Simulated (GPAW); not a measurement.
# NaH (Fm-3m) in GPAW: single point with PBE

Aim: the single point of NaH with PBE.

All numbers are computed with GPAW 26.7.0; they aren't measurements. Logs are shortened: lines on timing, memory, paths and dates and some standing lists are left out, and cuts for length are marked. The log counts tension as positive stress, the text compression.

## Step 1: The crystal as given

The structure is cubic, space group Fm-3m (No. 225). Conventional cell: a = 4.880 Å, b = 4.880 Å, c = 4.880 Å, α = 90.00°, β = 90.00°, γ = 90.00°. Around Na (site symmetry m-3m) lie 6 H at 2.44 Å. H (site symmetry m-3m) has 6 Na at 2.44 Å as nearest neighbours.

## Step 2: Single point, PBE

The input, run.py:

```python
from ase.io import read
from gpaw import PW
from gpaw.dft import DFT

atoms = read('NaH.cif')

dft = DFT(atoms,
          mode=PW(800),
          xc='PBE',
          kpts={'size': (9, 9, 9), 'gamma': True},
          occupations={'name': 'fermi-dirac', 'width': 0.05},
          nbands=11,
          convergence={'density': 1e-05, 'energy': 1e-05},
          maxiter=150,
          txt='gpaw.txt')
print(f'Energy: {dft.calculate_energy():.6f} eV')
print('Forces (eV/A):')
print(dft.calculate_forces().round(4))
print('Stress (eV/A^3):', dft.calculate_stress().round(6))
dft.write_gpw_file('gs.gpw')
```

The input, NaH.cif:

```cif
data_NaH
_cell_length_a 3.45068109
_cell_length_b 3.45068109
_cell_length_c 3.45068109
_cell_angle_alpha 60.00000000
_cell_angle_beta 60.00000000
_cell_angle_gamma 60.00000000
_space_group_name_H-M_alt 'P1'
_space_group_name_Hall 'P 1'
_space_group_IT_number 1
loop_
_space_group_symop_operation_xyz
'x,y,z'
loop_
_atom_site_label
_atom_site_type_symbol
_atom_site_symmetry_multiplicity
_atom_site_Wyckoff_symbol
_atom_site_fract_x
_atom_site_fract_y
_atom_site_fract_z
_atom_site_occupancy
Na1 Na 1 a 0.0000000000 0.0000000000 0.0000000000 1
H1 H 1 a 0.5000000000 0.5000000000 0.5000000000 1
```

Potentials or basis: GPAW PAW data sets (gpaw-data 1.2.1), pw.

Launch:

```
$ OMP_NUM_THREADS=1 python run.py
```

gpaw.txt:

```text
Diagonalizing LCAO Hamiltonian
Converting LCAO to pw mode

                 H

       Na

Atoms  # Å, Bohr magnetons
|   | symbol |        x |        y |        z |    initial magnetic moments |
|---|--------|----------|----------|----------|-----------------------------|
| 0 |     Na | 0.000000 | 0.000000 | 0.000000 | ( 0.0000,  0.0000,  0.0000) |
| 1 |      H | 3.450681 | 1.992252 | 1.408735 | ( 0.0000,  0.0000,  0.0000) |

Unit cell  # Å
| periodic |        x |        y |        z |  lengths |    angles |
|----------|----------|----------|----------|----------|-----------|
|      yes | 3.450681 | 0.000000 | 0.000000 | 3.450681 | 60.000000 |
|      yes | 1.725341 | 2.988377 | 0.000000 | 3.450681 | 60.000000 |
|      yes | 1.725341 | 0.996126 | 2.817469 | 3.450681 | 60.000000 |

Number of symmetries: 48
Symmetry operations  # r_c * U_cc + t_c -> r_c
|    | kind |            matrix            |
|----|------|------------------------------|
|  0 |  σ   |  1, 0, 0,  1, 0,-1,  1,-1, 0 |
|  1 |  C2  |  1, 0, 0,  1,-1, 0,  1, 0,-1 |
|  2 |  E   |  1, 0, 0,  0, 1, 0,  0, 0, 1 |
|  3 |  σ   |  1, 0, 0,  0, 0, 1,  0, 1, 0 |
|  4 |  C4  |  1, 0,-1,  1, 0, 0,  1,-1, 0 |
|  5 |  S6  |  1, 0,-1,  1,-1, 0,  1, 0, 0 |
|  6 |  σ   |  1, 0,-1,  0, 1,-1,  0, 0,-1 |
|  7 |  C3  |  1, 0,-1,  0, 0,-1,  0, 1,-1 |
|  8 |  S6  |  1,-1, 0,  1, 0, 0,  1, 0,-1 |
|  9 |  C4  |  1,-1, 0,  1, 0,-1,  1, 0, 0 |
| 10 |  C3  |  1,-1, 0,  0,-1, 1,  0,-1, 0 |
| 11 |  σ   |  1,-1, 0,  0,-1, 0,  0,-1, 1 |
| 12 |  σ   |  0, 1, 0,  1, 0, 0,  0, 0, 1 |
| 13 |  C4  |  0, 1, 0,  0, 1,-1, -1, 1, 0 |
| 14 |  C3  |  0, 1, 0,  0, 0, 1,  1, 0, 0 |
| 15 |  S6  |  0, 1, 0, -1, 1, 0,  0, 1,-1 |
| 16 |  C2  |  0, 1,-1,  1, 0,-1,  0, 0,-1 |
| 17 |  σ   |  0, 1,-1,  0, 1, 0, -1, 1, 0 |
| 18 |  S4  |  0, 1,-1,  0, 0,-1,  1, 0,-1 |
| 19 |  C4  |  0, 1,-1, -1, 1, 0,  0, 1, 0 |
| 20 |  C3  |  0, 0, 1,  1, 0, 0,  0, 1, 0 |
| 21 |  σ   |  0, 0, 1,  0, 1, 0,  1, 0, 0 |
| 22 |  S6  |  0, 0, 1,  0,-1, 1, -1, 0, 1 |
| 23 |  C4  |  0, 0, 1, -1, 0, 1,  0,-1, 1 |
| 24 |  S4  |  0, 0,-1,  1, 0,-1,  0, 1,-1 |
| 25 |  C3  |  0, 0,-1,  0, 1,-1,  1, 0,-1 |
| 26 |  C2  |  0, 0,-1,  0,-1, 0, -1, 0, 0 |
| 27 |  S6  |  0, 0,-1, -1, 0, 0,  0,-1, 0 |
| 28 |  S4  |  0,-1, 1,  1,-1, 0,  0,-1, 0 |
| 29 |  C4  |  0,-1, 1,  0, 0, 1, -1, 0, 1 |
| 30 |  C2  |  0,-1, 1,  0,-1, 0,  1,-1, 0 |
| 31 |  σ   |  0,-1, 1, -1, 0, 1,  0, 0, 1 |
| 32 |  C3  |  0,-1, 0,  1,-1, 0,  0,-1, 1 |
| 33 |  S6  |  0,-1, 0,  0, 0,-1, -1, 0, 0 |
| 34 |  S4  |  0,-1, 0,  0,-1, 1,  1,-1, 0 |
| 35 |  C2  |  0,-1, 0, -1, 0, 0,  0, 0,-1 |
| 36 |  C2  | -1, 1, 0,  0, 1, 0,  0, 1,-1 |
| 37 |  S6  | -1, 1, 0,  0, 1,-1,  0, 1, 0 |
| 38 |  S4  | -1, 1, 0, -1, 0, 1, -1, 0, 0 |
| 39 |  C3  | -1, 1, 0, -1, 0, 0, -1, 0, 1 |
| 40 |  S6  | -1, 0, 1,  0, 0, 1,  0,-1, 1 |
| 41 |  C2  | -1, 0, 1,  0,-1, 1,  0, 0, 1 |
| 42 |  C3  | -1, 0, 1, -1, 1, 0, -1, 0, 0 |
| 43 |  S4  | -1, 0, 1, -1, 0, 0, -1, 1, 0 |
| 44 |  C2  | -1, 0, 0,  0, 0,-1,  0,-1, 0 |
| 45 |  i   | -1, 0, 0,  0,-1, 0,  0, 0,-1 |
| 46 |  σ   | -1, 0, 0, -1, 1, 0, -1, 0, 1 |
| 47 |  C2  | -1, 0, 0, -1, 0, 1, -1, 1, 0 |

BZ-sampling:
  Number of BZ points: 729
  Number of IBZ points: 35

  Monkhorst-Pack size: [9, 9, 9]
  Monkhorst-Pack shift: [0, 0, 0]

K-points  # in reciprocal-cell coordinates
|     |                                coordinates |     weight |
|-----|--------------------------------------------|------------|
|   0 | (  0.00000000,   0.00000000,   0.00000000) | 0.00137174 |
|   1 | (  0.11111111,   0.11111111,   0.00000000) | 0.00823045 |
|   2 | (  0.11111111,   0.11111111,   0.11111111) | 0.01097394 |
|   3 | (  0.22222222,   0.11111111,   0.11111111) | 0.01646091 |
|   4 | (  0.22222222,   0.22222222,   0.00000000) | 0.00823045 |
|   5 | (  0.22222222,   0.22222222,   0.11111111) | 0.03292181 |
|   6 | (  0.22222222,   0.22222222,   0.22222222) | 0.01097394 |
|   7 | (  0.33333333,   0.22222222,   0.11111111) | 0.03292181 |
|   8 | (  0.33333333,   0.22222222,   0.22222222) | 0.03292181 |
|   9 | (  0.33333333,   0.33333333,  -0.33333333) | 0.01646091 |
| ... |                                            |            |
|  34 | (  0.44444444,   0.44444444,   0.44444444) | 0.01097394 |

Plane wave coefficients: 1516
Cutoff: 800.0 eV

Spin-components: 1 (collinear spins)
Bands:           11
Projectors:      8
Spin-degeneracy: 2
Datatype:        complex128

Density:
  Valence electrons: 8.0
  Components: 1
  Grid points: [24 24 24]
  Charge: 0.0  # |e|

Potential:
  Grid points: [24 24 24]

species:
  Na:
    name:    Sodium
    Z:       11.0
    valence: 7
    core:    4
    charge:  0.0  # [|e|]
    compensation charges:
      type: gauss
      rc: 0.37  # [Å]
      lmax: 2
    cutoffs:
      filter: 2.17  # [Å]
      core: 2.59  # [Å]
    projectors
    | kind |    occ | energy [eV] | rcut [Å] |
    |------|--------|-------------|----------|
    |   3s |  1.000 |      -2.744 |    1.201 |
    |   2p |  6.000 |     -28.672 |    1.217 |
    |   3p |  0.000 |      -0.743 |    1.217 |
    |    s |        |      24.468 |    1.201 |
    |    d |        |       0.000 |    1.238 |

    Using partial waves for Na as LCAO basis

  H:
    name:    Hydrogen
    Z:       1.0
    valence: 1
    core:    0
    charge:  0.0  # [|e|]
    compensation charges:
      type: gauss
      rc: 0.15  # [Å]
      lmax: 2
    cutoffs:
      filter: 0.85  # [Å]
      core: 0.53  # [Å]
    projectors
    | kind |    occ | energy [eV] | rcut [Å] |
    |------|--------|-------------|----------|
    |   1s |  1.000 |      -6.494 |    0.476 |
    |    s |        |      20.717 |    0.476 |
    |    p |        |       0.000 |    0.476 |

    Using partial waves for H as LCAO basis

Reference energy: -4431.100660  # eV

eigensolver:
  PPCG
  Converge bands: occupied
  niter=2

density mixing:
  MSR1-Mixer
  Pratt-step length: 0.05
  Maximum mixing coefficient: 0.75
  Old densities: 10
  SVD Regularization: 0.005
  Good broyden scale: 1.0
  Trust region scale: 1.0
  Backstep threshold: 4.0
  History deletion threshold: 6.0
  Fourier metric: weight=20.0, sigma=0.015

occupation numbers:
  Fermi-Dirac:
    width: 0.0500  # eV

poisson solver:
  ecut: 6400.0  # eV

xc functional:
  name: PBE with 2 nearest neighbor stencil

convergence criteria:
- Maximum integral of absolute [dens]ity change: 1e-05 electrons / valence electron
- Maximum [total energy] change in last 3 cyles: 1e-05 eV / valence electron
- Maximum integral of absolute [eigenst]ate change: 4e-08 eV^2 / valence electron
maximum number of iterations: 150

SCF iterations
|iter     | |      energy | eigst |  dens |
|---------|-|-------------|-------|-------|
|iter:   1| |   -5.468258 | -0.61 |       |
|iter:   2| |   -5.412493 | -3.52 | -1.00 |
|iter:   3| |   -5.100372 | -2.47 | -1.03 |
|iter:   4| |   -5.098491 | -3.61 | -1.71 |
|iter:   5| |   -5.099640 | -4.36 | -2.19 |
|iter:   6| |   -5.099651 | -6.23 | -3.26 |
|iter:   7| |   -5.099651c| -7.81c| -3.93 |
|iter:   8| |   -5.099651c| -7.90c| -4.38 |
|iter:   9| |   -5.099651c| -9.05c| -5.82c|
SCF steps: 9
Energy contributions relative to reference atoms: (reference = -4431.100660)

Energy contributions:
  Kinetic:           5.073196
  Coulomb:          -5.138288
  Zero:             -0.033683
  External:          0.000000
  Xc:               -5.000876
  Entropy:          -0.000000
  Spinorbit:         0.000000
  ----------------------------
  Free energy:      -5.099651
  Extrapolated:     -5.099651

Forces  # eV/Ang
|        x |        y |        z |
|----------|----------|----------|
| -0.00000 | -0.00000 | -0.00000 |  # Na   0
|  0.00000 |  0.00000 |  0.00000 |  # H    1

Stress tensor  # eV/Ang^3
|         x |         y |         z |
|-----------|-----------|-----------|
|  0.004079 |  0.000000 | -0.000000 |
|  0.000000 |  0.004079 | -0.000000 |
| -0.000000 | -0.000000 |  0.004079 |

Writing to gs.gpw (mode='')

  __  _  _
 | _ |_)|_||  |
 |__||  | ||/\| - 26.7.0

Input parameters:
  mode=PW(ecut=800.0),
  convergence={'density': 1e-05, 'energy': 1e-05},
  kpts=MonkhorstPack(size=(9, 9, 9), gamma=True),
  maxiter=150,
  nbands=11,
  occupations=Occupations(name='fermi-dirac', width=0.05),
  xc=XC(name='PBE')
# Writing to gs.gpw (mode='')
```

Run time: 6.8 s. Hardware: 1 thread of Intel Xeon 6975P-C (Granite Rapids), shared host; peak memory 0.15 GiB.

What came out:

```yaml
Free_energy: -5.0997 eV
Pressure: -0.7 GPa
Band_gap_on_the_k_mesh: 4.02 eV, indirect (least direct gap 4.71 eV)
```

Levels at points of the mesh, in eV from the valence-band top:
| k point | band 1 | band 2 | band 3 | band 4 | band 5 | band 6 | band 7 |
| --- | --- | --- | --- | --- | --- | --- | --- |
| (0.00, 0.00, 0.00) | -22.09 | -22.09 | -22.09 | -3.47 | 10.24 | 15.47 | 15.47 |

Caveat: an odd mesh through Γ misses points on the zone boundary, where band edges often lie.
